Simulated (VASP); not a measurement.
# BN: training a machine-learned force field on the fly

BN, F-43m (no. 216), 24 atoms in the cell. PBE, on-the-fly training of a machine-learned force field; PAW potentials N, B (PBE set).

Ensemble: NpT; Target temperature (K): 144; Final target temperature (K): 624.

## Input

INCAR.step1:
```
SYSTEM = BN
  GGA = PE
  PREC = Normal
  ENCUT = 520
  EDIFF = 1E-5
  NELM = 60
  ALGO = Normal
  LREAL = Auto
  LASPH = .True.
  ISMEAR = 0
  SIGMA = 0.05
  ISYM = 0
  LWAVE = .False.
  LCHARG = .False.
  IBRION = 0
  NSW = 4000
  POTIM = 1.0
  TEBEG = 144
  TEEND = 624
  MDALGO = 3
  ISIF = 3
  LANGEVIN_GAMMA = 10 10
  LANGEVIN_GAMMA_L = 10
  PMASS = 100
  RANDOM_SEED = 396454 0 0
  ML_LMLFF = .True.
  ML_MODE = train
  KPAR = 8
```

INCAR.step2:
```
SYSTEM = BN
  GGA = PE
  PREC = Normal
  ENCUT = 520
  EDIFF = 1E-5
  NELM = 60
  ALGO = Normal
  LREAL = Auto
  LASPH = .True.
  ISMEAR = 0
  SIGMA = 0.05
  ISYM = 0
  LWAVE = .False.
  LCHARG = .False.
  ML_LMLFF = .True.
  ML_MODE = refit
  KPAR = 8
```

KPOINTS:
```
k-points
0
Gamma
  3 3 2
```

POSCAR:
```
BN
1.0
    0.0000000000      3.6260020000      3.6260020000
    3.6260020000      0.0000000000      3.6260020000
    5.4390030000      5.4390030000      0.0000000000
N B
12 12
Direct
    0.1250000000      0.1250000000      0.0833333333
    0.1250000000      0.1250000000      0.4166666667
    0.1250000000      0.1250000000      0.7500000000
    0.1250000000      0.6250000000      0.0833333333
    0.1250000000      0.6250000000      0.4166666667
    0.1250000000      0.6250000000      0.7500000000
    0.6250000000      0.1250000000      0.0833333333
    0.6250000000      0.1250000000      0.4166666667
    0.6250000000      0.1250000000      0.7500000000
    0.6250000000      0.6250000000      0.0833333333
    0.6250000000      0.6250000000      0.4166666667
    0.6250000000      0.6250000000      0.7500000000
    0.0000000000      0.0000000000      0.0000000000
    0.0000000000      0.0000000000      0.3333333333
    0.0000000000      0.0000000000      0.6666666667
    0.0000000000      0.5000000000      0.0000000000
    0.0000000000      0.5000000000      0.3333333333
    0.0000000000      0.5000000000      0.6666666667
    0.5000000000      0.0000000000      0.0000000000
    0.5000000000      0.0000000000      0.3333333333
    0.5000000000      0.0000000000      0.6666666667
    0.5000000000      0.5000000000      0.0000000000
    0.5000000000      0.5000000000      0.3333333333
    0.5000000000      0.5000000000      0.6666666667
```

Commands (each step's output is kept before the next begins):
```
cat potpaw_PBE.64/N/POTCAR potpaw_PBE.64/B/POTCAR > POTCAR
cp INCAR.step1 INCAR
mpirun -np 8 vasp_std > vasp.out
cp ML_ABN ../ML_AB1
cp ML_FFN ../ML_FFB
cp ML_ABN ML_AB
cp INCAR.step2 INCAR
mpirun -np 8 vasp_std > vasp.out
cp ML_FFN ../ML_FF
```

## Result

- Force error on the training data (eV/Å): 0.0113
- Energy error on the training data (eV/atom): 0.00008
- Steps with first-principles forces: 23
- Steps in all: 4000

Stages of the training:

| From (K) | To (K) | Steps | With first-principles forces | Force error (eV/Å) |
|---|---|---|---|---|
| 144 | 624 | 4000 | 23 | 0.0139 |

The force field was trained in 4000 steps, 23 of them with a first-principles calculation.

Limits: the cell is only 4.2 Å across, so each atom moves in step with near copies of itself.

VASP 6.6.1 took 715 s on 8 cores (Intel Xeon 6975P-C (Granite Rapids)), a shared host.
